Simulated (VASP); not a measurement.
Pd, 1 atom in the cell. It takes space group Fm-3m (No. 225, cubic). Conventional cell: a = 3.893 Å, b = 3.893 Å, c = 3.893 Å, α = 90.00°, β = 90.00°, γ = 90.00°. Pd (site symmetry m-3m) is surrounded by 12 Pd at 2.75 Å. 

| Quantity | Value |
| --- | --- |
| Program | VASP 6.6.1 |
| Task | single point |
| Functional | LDA |
| Potentials or basis | VASP PAW LDA potentials, release 64 (Pd_GW) |
| Cutoff | 550 eV |
| k mesh | 12 × 12 × 12 |
| Occupations | gaussian, width 0.02 eV |
| Spin | no spin polarisation |
| Further INCAR settings | ALGO = Normal; EDIFF = 1.00e-07 |

Potentials or basis: VASP PAW LDA potentials, release 64 (Pd_GW).

The run is started by

```bash
$ python run.py
```

Hardware: 1 thread of Intel(R) Xeon(R) Platinum 8488C (Sapphire Rapids), on a shared host.

Problem. Estimate the wall time of this run.

Solution. Run time: 18 s on 1 thread of Intel(R) Xeon(R) Platinum 8488C (Sapphire Rapids), on a shared host, peak memory 0.15 GiB. Counts: scf iterations 12, k points 72.
